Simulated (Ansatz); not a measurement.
Set up this calculation in Ansatz 0.2.0, as the native input.

* Task: band structure
* Functional: PBE
* Potentials or basis: Ansatz PAW
* Cutoff: 420 eV (not typed: the program's choice for these potentials)
* k mesh: 12 × 12 × 7
* Occupations: fermi-dirac, width 0.05 eV
* Spin: collinear spin, ferromagnetic start
* Starting moments: [1.0, 1.0] μB
* Path: [["G", "M", "K", "G", "A", "L", "H", "A"], ["L", "M"], ["K", "H"]]
* Points for each segment of the path: 14

Crystal: Ni.

```
Ni
1.0
     2.44802    0.00000    0.00000
    -1.22401    2.12005    0.00000
     0.00000    0.00000    4.07281
Ni
2
Direct
  0.66667 0.33333 0.75000
  0.33333 0.66667 0.25000
```

This isn't the form of Ni at room conditions, which is fcc.

One way to write it, as run:

input.yaml

```yaml
crystal:
  lattice:
    - [2.4480228978, 0.0, 0.0]
    - [-1.2240114489, 2.1200500186, 0.0]
    - [0.0, 0.0, 4.07280757]
  atoms:
    - { symbol: Ni, position: [0.6666666667, 0.3333333333, 0.75], spin: 1.0 }
    - { symbol: Ni, position: [0.3333333333, 0.6666666667, 0.25], spin: 1.0 }
hamiltonian:
  xc: pbe
  pseudopotentials: { kind: paw }
magnetization:
  spin_polarized: true
kpoints:
  mp_grid: { grid: [12, 12, 7] }
  band_path:
    path:
      - [[0.0, 0.0, 0.0], [0.5, 0.0, 0.0], [0.3333333333, 0.3333333333, 0.0], [0.0, 0.0, 0.0], [0.0, 0.0, 0.5], [0.5, 0.0, 0.5], [0.3333333333, 0.3333333333, 0.5], [0.0, 0.0, 0.5]]
      - [[0.5, 0.0, 0.5], [0.5, 0.0, 0.0]]
      - [[0.3333333333, 0.3333333333, 0.0], [0.3333333333, 0.3333333333, 0.5]]
    npoints: 14
scf:
  occupations: { method: fermi_dirac, width: 0.05 }
  n_extra_bands: 6
output:
  forces: true
  stress: true
  eigenvalues: true
  fatbands: false
```

Potentials or basis: Ansatz PAW.

Launch:

```console
$ ansatz run input.yaml --threads 2 --pin off --max-ram 5632MiB --backend cpu --events-out ev --progress --plain --runs-dir out
```

It gave:

```json
{"Pressure": "7.3 GPa", "Band gap on the k mesh": "none (metal or under the smearing width)", "Net moment": "1.30 μB per cell", "Absolute moment": "1.47 μB per cell", "Site moments": "Ni +0.69 μB"}
```

Wall time 4.5 s on 2 threads of Arm Neoverse V2 (shared host), peak memory 0.34 GiB.
